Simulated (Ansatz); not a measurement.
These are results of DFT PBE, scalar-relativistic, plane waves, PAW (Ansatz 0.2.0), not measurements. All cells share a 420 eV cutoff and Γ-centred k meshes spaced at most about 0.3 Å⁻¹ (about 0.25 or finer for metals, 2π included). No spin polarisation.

Each guess is relaxed in cell and atoms at zero pressure, on a coarse mesh first where it starts far from rest and then on a converged one. The steps can't lower the symmetry of the start, but it can rise. Energies are static (0 K, no zero-point motion).

Two unrelaxed guesses for Li4F:

Guess 1.

```
Li F
1.0
     3.33131    0.00000    0.00000
     0.00000    3.33131    0.00000
     0.00000    0.00000    4.71118
Li F
4 1
Direct
  0.50000 0.00000 0.25000
  0.00000 0.50000 0.75000
  0.50000 0.00000 0.75000
  0.00000 0.50000 0.25000
  0.00000 0.00000 0.00000
```

Guess 2.

```
Li F
1.0
     4.08360    0.00000    0.00000
     0.00000    4.08360    0.00000
     0.00000    0.00000    4.08360
Li F
4 1
Direct
  0.00000 0.50000 0.50000
  0.50000 0.00000 0.50000
  0.50000 0.50000 0.00000
  0.50000 0.50000 0.50000
  0.00000 0.00000 0.00000
```

Question: Which guess leads to the lower structure, and by how much?

Answer: Guess 1 ends lower, by 0.77 eV/atom. Guess 1: P4/mmm at 10.5 Å³/atom → P4/mmm at 15.3 Å³/atom; Guess 2: Pm-3m at 13.6 Å³/atom → Pm-3m at 24.8 Å³/atom. Counting Li atoms around F (those within 1.25 times the shortest such distance or 1.15 times the sum of covalent radii; a plus sign parts nearer from farther groups; the shortest distance is added where it is long for a bond), the end of guess 1 has F 8 from 2.3 Å and the end of guess 2 has F 12+8 from 3.5 Å. End of guess 1. Conventional cell: a = 3.774 Å, c = 5.354 Å. Li has 2 F at 2.29 Å and 6 Li at 2.60–2.75 Å; around F lie 8 Li at 2.29 Å. End of guess 2. Conventional cell: a = 4.989 Å. Li on a site of symmetry 4/mmm has 2 Li at 2.49 Å, 4 F at 3.53 Å and 8 Li at 3.53 Å; Li on a site of symmetry m-3m is surrounded by 6 Li at 2.49 Å; around F lie 12 Li at 3.53 Å (long contacts).

Ends held by symmetry can be saddle points. Neither end is the lowest form computed: that has space group I4/mmm (No. 139) and lies 217 meV/atom below the better end. Some candidate types were left out of the draw beforehand, so a known form may be missing.
